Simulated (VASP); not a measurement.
# PtS2 (P-3m1) in VASP: a series of runs

The runs below take PtS2 through single point, with HSE06.

All numbers are computed with VASP 6.6.1; they aren't measurements. Logs are shortened: lines on timing, memory, paths and dates and some standing lists are left out, and cuts for length are marked.

## Step 1: The crystal as given

It takes space group P-3m1 (No. 164, trigonal). Conventional cell: a = 3.543 Å, b = 3.543 Å, c = 5.039 Å, α = 90.00°, β = 90.00°, γ = 120.00°. Pt (site symmetry -3m) is surrounded by 6 S at 2.34 Å. Around S (site symmetry 3m) lie 3 Pt at 2.34 Å.

## Step 2: Single point, HSE06

POSCAR reads:

```
PtS2
1.0
    3.5432000000      0.0000000000      0.0000000000
   -1.7716000000      3.0685012107      0.0000000000
    0.0000000000      0.0000000000      5.0388000000
Pt S
1 2
Direct
    0.0000000000      0.0000000000      0.0000000000
    0.6666666667      0.3333333333      0.7730000000
    0.3333333333      0.6666666667      0.2270000000
```

INCAR.step1 reads:

```
SYSTEM = PtS2
  PREC = Accurate
  ENCUT = 520
  EDIFF = 1E-5
  ISMEAR = 0
  SIGMA = 0.01
  LREAL = .FALSE.
  LASPH = .TRUE.
  NELM = 100
  ALGO = Normal
  ISIF = 2
  LWAVE = .TRUE.
  LCHARG = .FALSE.
  NBANDS = 19
  NKRED = 1
  GGA = PE
```

INCAR.step2 reads:

```
SYSTEM = PtS2
  PREC = Accurate
  ENCUT = 520
  EDIFF = 1E-6
  ISMEAR = 0
  SIGMA = 0.01
  LREAL = .FALSE.
  LASPH = .TRUE.
  NELM = 100
  ALGO = Normal
  ISIF = 2
  LWAVE = .FALSE.
  LCHARG = .FALSE.
  GGA = PE
  LHFCALC = .TRUE.
  HFSCREEN = 0.2
  PRECFOCK = Fast
  NBANDS = 19
  NKRED = 1
  ISTART = 1
```

KPOINTS reads:

```
regular mesh
0
G
  4 4 3
  0 0 0
```

Potentials or basis: VASP PAW PBE potentials, release 64 (Pt, S).

Run with:

```bash
$ cat potpaw_PBE.64/Pt/POTCAR potpaw_PBE.64/S/POTCAR > POTCAR
$ cp INCAR.step1 INCAR
$ mpirun -np 1 vasp_std > vasp.out
$ cp INCAR.step2 INCAR
$ mpirun -np 1 vasp_std > vasp.out
```

OUTCAR:

```text
SYSTEM = PtS2
   PREC = Accurate
   ENCUT = 520
   EDIFF = 1E-6
   ISMEAR = 0
   LREAL = .FALSE.
   LASPH = .TRUE.
   NELM = 100
   ISIF = 2
   GGA = PE
   LHFCALC = .TRUE.
   HFSCREEN = 0.2
   PRECFOCK = Fast
   NKRED = 1
   ISTART = 1

 Found      9 irreducible k-points:

 Following reciprocal coordinates:
            Coordinates               Weight
  0.000000  0.000000  0.000000      1.000000
  0.250000 -0.000000  0.000000      6.000000
  0.500000 -0.000000  0.000000      3.000000
  0.250000  0.250000  0.000000      6.000000
  0.000000  0.000000  0.333333      2.000000
  0.250000 -0.000000  0.333333      6.000000
   k-points           NKPTS =      9   k-points in BZ     NKDIM =     48   number of bands    NBANDS=     19
   number of dos      NEDOS =    301   number of ions     NIONS =      3
   total plane-waves  NPLWV =  31360
   dimension x,y,z NGX =    28 NGY =   28 NGZ =   40
   dimension x,y,z NGXF=    56 NGYF=   56 NGZF=   80
   ions per type =               1   2
   NGX,Y,Z   is equivalent  to a cutoff of  13.14, 13.14, 13.20 a.u.
   NGXF,Y,Z  is equivalent  to a cutoff of  26.28, 26.28, 26.39 a.u.
 SYSTEM =  PtS2
   PREC   = accura    normal or accurate (medium, high low for compatibility)
   ISTART =      1    job   : 0-new  1-cont  2-samecut
   ICHARG =      0    charge: 1-file 2-atom 10-const
   ISPIN  =      1    spin polarized calculation?
   LNONCOLLINEAR =      F non collinear calculations
   LSORBIT =      F    spin-orbit coupling
   LASPH  =      T    aspherical Exc in radial PAW
   ENCUT  =  520.0 eV  38.22 Ry    6.18 a.u.   6.59  6.59  9.37*2*pi/ulx,y,z
   NELM   =    100;   NELMIN=  2; NELMDL=  0     # of ELM steps
   EDIFF  = 0.1E-05   stopping-criterion for ELM
   LREAL  =      F    real-space projection
   EDIFFG = 0.1E-04   stopping-criterion for IOM
   NSW    =      0    number of steps for IOM
   IBRION =     -1    ionic relax: 0-MD 1-quasi-New 2-CG
   NFREE  =      0    steps in history (QN), initial steepest desc. (CG)
   ISIF   =      2    stress and relaxation
   ISYM   =      3    0-nonsym 1-usesym 2-fastsym
   POTIM  = 0.5000    time-step for ionic-motion
   TEBEG  =    0.0;   TEEND  =   0.0 temperature during run
   PSTRESS=    0.0 pullay stress
   NELECT =      22.0000    total number of electrons
   NUPDOWN=      -1.0000    fix difference up-down
   EMIN   =  10.00;   EMAX   =-10.00  energy-range for DOS
   EFERMI =   0.00;   METHOD = LEGACY
   ISMEAR =     0;   SIGMA  =   0.01  broadening in eV -4-tet -1-fermi 0-gaus
   EFERMI_NEDOS =   21; number of points for ismear=-14 and -15
   IALGO  =     38    algorithm
   IMIX   =      1    mixing-type and parameters
     AMIX     =   0.40;   BMIX     =  1.00
     AMIX_MAG =   1.60;   BMIX_MAG =  1.00
  volume/ion in A,a.u.               =      18.26       123.23
  Fermi-wavevector in a.u.,A,eV,Ry     =   1.207812  2.282434 19.848315  1.458810
  Thomas-Fermi vector in A             =   2.343439
   LORBIT       =      0    0 simple, 1 ext, 2 COOP (PROOUT), +10 PAW based schemes
   GGA     = PE    functional components
   LHFCALC =     T    Hartree Fock is set to
   PRECFOCK=fast      Normal, Fast or Accurate (Low or Medium for compatibility)
   ENCUT4O =  -1.0   cutoff for four orbital integrals eV
   NKREDX  =     1    reduce k-point grid by
   NKREDY  =     1    reduce k-point grid by
   NKREDZ  =     1    reduce k-point grid by
   AEXX    =    0.2500 exact exchange contribution
   HFSCREEN=    0.2000 screening length (either q_TF or 0.3 A-1)
   HFSCREENC=   0.2000 screening length for correlation (either q_TF or 0.3 A-1)
   ENCUTFOCK=  -1.0 apply spherical cutoff to Coloumb kernel
   IVDW    =     0    specifies the selected vdW correction
   LEPSILON=     F    determine dielectric tensor
   LRPA    =     F    only Hartree local field effects (RPA)
 non-spin polarized calculation
 Gauss-broadening in eV      SIGMA  =   0.01
  energy-cutoff  :      520.00
  volume of cell :       54.78
 maximum number of plane-waves:      1507
 NGX is ok and might be reduce to    28
  NGX = 16; NGY = 16; NGZ = 24

 number of electron      22.0000001 magnetization

 Free energy of the ion-electron system (eV)
  ---------------------------------------------------
  ext. energy  EPLUGINS =         0.00000000
  ---------------------------------------------------
  free energy    TOTEN  =       -18.64209311 eV

  energy without entropy =      -18.64209311  energy(sigma->0) =      -18.64209311

 E-fermi :   6.3137     XC(G=0):  -8.7145

 val. band max:        6.2157168163   @ k =   0.0000   0.0000   0.0000
 cond. band min:       7.7559427179   @ k =   0.0000   0.2500   0.3333
 fundamental gap:      1.5402259017
 Fermi energy:         6.3137193559

 k-point     1 :       0.0000    0.0000    0.0000
  band No.  band energies     occupation
      1     -10.9135      2.00000
      2      -7.3661      2.00000
      3      -1.6001      2.00000
      4      -1.5350      2.00000
      5      -1.5350      2.00000
      6       1.4363      2.00000
[... 11 lines left out ...]
     18      19.6056      0.00000
     19      20.2811      0.00000

 k-point     2 :       0.2500   -0.0000    0.0000
  band No.  band energies     occupation
      1     -10.0595      2.00000
      2      -7.8435      2.00000
      3      -1.1617      2.00000
      4      -0.9753      2.00000
      5      -0.6234      2.00000
      6       0.4264      2.00000
[... 11 lines left out ...]
     18      16.7371      0.00000
     19      18.0143      0.00000

 k-point     3 :       0.5000   -0.0000    0.0000
  band No.  band energies     occupation
      1      -8.7196      2.00000
      2      -8.4340      2.00000
      3      -2.1706      2.00000
      4      -0.5783      2.00000
      5       0.2246      2.00000
      6       1.4149      2.00000
[... 11 lines left out ...]
     18      18.5158      0.00000
     19      19.4551      0.00000

 k-point     4 :       0.2500    0.2500    0.0000
  band No.  band energies     occupation
      1      -8.8688      2.00000
      2      -8.2769      2.00000
      3      -1.2706      2.00000
      4      -0.8216      2.00000
      5      -0.3430      2.00000
      6       0.4962      2.00000
[... 11 lines left out ...]
     18      17.2252      0.00000
     19      18.2475      0.00000

 k-point     5 :       0.0000    0.0000    0.3333
  band No.  band energies     occupation
      1     -10.6883      2.00000
      2      -7.9533      2.00000
      3      -1.5177      2.00000
      4      -1.5177      2.00000
      5      -0.6582      2.00000
      6       1.4166      2.00000
[... 11 lines left out ...]
     18      17.4992      0.00000
     19      18.9120      0.00000

 k-point     6 :       0.2500   -0.0000    0.3333
  band No.  band energies     occupation
      1      -9.8320      2.00000
      2      -8.2097      2.00000
      3      -1.4179      2.00000
      4      -0.9577      2.00000
      5      -0.2813      2.00000
      6       0.6698      2.00000
[... 11 lines left out ...]
     18      17.1867      0.00000
     19      18.0712      0.00000

 [... further k-points ...]

------------------------ aborting loop because EDIFF is reached ----------------------------------------

  FORCE on cell =-STRESS in cart. coord.  units (eV):
  Direction    XX          YY          ZZ          XY          YZ          ZX
  --------------------------------------------------------------------------------------
  -------------------------------------------------------------------------------------
  Total        2.0302976      2.0302976      2.3872576      0.0000000      0.0000000      0.0000000
  in kB       59.3774038     59.3774038     69.8169345      0.0000000      0.0000000      0.0000000
  external PRESSURE =      62.8572473 kB  Pullay stress =       0.0000000 kB

 VOLUME and BASIS-vectors are now :
 -----------------------------------------------------------------------------
  energy-cutoff  :      520.00
  volume of cell :       54.78
      direct lattice vectors                 reciprocal lattice vectors
     3.543200000  0.000000000  0.000000000     0.282230752  0.162946001  0.000000000
    -1.771600000  3.068501211  0.000000000     0.000000000  0.325892001  0.000000000
     0.000000000  0.000000000  5.038800000     0.000000000  0.000000000  0.198459951

 POSITION                                       TOTAL-FORCE (eV/Angst)
 -----------------------------------------------------------------------------------
      0.00000      0.00000      0.00000         0.000000      0.000000      0.000000
      1.77160      1.02283      3.89499         0.000000      0.000000     -0.890553
     -0.00000      2.04567      1.14381        -0.000000      0.000000      0.890553
 -----------------------------------------------------------------------------------
    total drift:                               -0.000000     -0.000000     -0.000001

  FREE ENERGIE OF THE ION-ELECTRON SYSTEM (eV)
  ---------------------------------------------------
  free  energy   TOTEN  =       -18.6420931109 eV

  energy  without entropy=      -18.6420931109  energy(sigma->0) =      -18.64209311
```

Run time: 5.3 min. Hardware: 1 thread of AMD EPYC 7R43 (Zen 3), shared host; peak memory 0.23 GiB.

The run converged, but some of its settings lie outside the range that counts as converged, so its numbers aren't taken as properties of the crystal.

What came out:

| Item | Value |
| --- | --- |
| Free energy | -18.6421 eV |
| Pressure | 6.3 GPa |
| Largest force | 0.891 eV/Å |
| Band gap on the k mesh | 1.54 eV, indirect (least direct gap 1.91 eV) |

Caveat: the k mesh is coarse (spacing up to 0.51 Å⁻¹), so the values aren't converged, least of all with exact exchange; the PAW data sets were made with another functional, which shifts forces and pressure a little; spin-orbit coupling is left out, which moves the levels of the heavy elements; an odd mesh through Γ misses points on the zone boundary, where band edges often lie.

## Step 3: Single point, HSE06

POSCAR is that of step 2.

INCAR.step1, as its differences from that of step 2:

```diff
@@ -2,3 +2,3 @@
   PREC = Accurate
-  ENCUT = 520
+  ENCUT = 460
   EDIFF = 1E-5
```

INCAR.step2, as its differences from that of step 2:

```diff
@@ -2,3 +2,3 @@
   PREC = Accurate
-  ENCUT = 520
+  ENCUT = 460
   EDIFF = 1E-6
```

KPOINTS reads:

```
regular mesh
0
G
  5 5 3
  0 0 0
```

Potentials or basis: VASP PAW PBE potentials, release 64 (Pt, S).

Run with:

```bash
$ cat potpaw_PBE.64/Pt/POTCAR potpaw_PBE.64/S/POTCAR > POTCAR
$ cp INCAR.step1 INCAR
$ mpirun -np 1 vasp_std > vasp.out
$ cp INCAR.step2 INCAR
$ mpirun -np 1 vasp_std > vasp.out
```

It took 8.1 min on 1 thread of AMD EPYC 7R43 (Zen 3), shared host; peak memory 0.24 GiB.

The run converged, but some of its settings lie outside the range that counts as converged, so its numbers aren't taken as properties of the crystal.

Results:

```
Free energy            : -18.6380 eV
Pressure               : 6.5 GPa
Largest force          : 0.861 eV/Å
Band gap on the k mesh : 1.92 eV, indirect (least direct gap 2.20 eV)
```

Caveat: the PAW data sets were made with another functional, which shifts forces and pressure a little; spin-orbit coupling is left out, which moves the levels of the heavy elements; an odd mesh through Γ misses points on the zone boundary, where band edges often lie.

## Step 4: For comparison

An earlier run on the cell as given: functional PBEsol; potentials or basis VASP PAW PBE potentials, release 64 (Pt, S); cutoff 520 eV; k mesh 9 × 9 × 5; occupations fermi-dirac, width 0.05 eV; no spin polarisation.

* Pressure: 6.1 GPa
* Largest force: 0.930 eV/Å
* Band gap on the k mesh: 0.96 eV, indirect (least direct gap 1.00 eV)
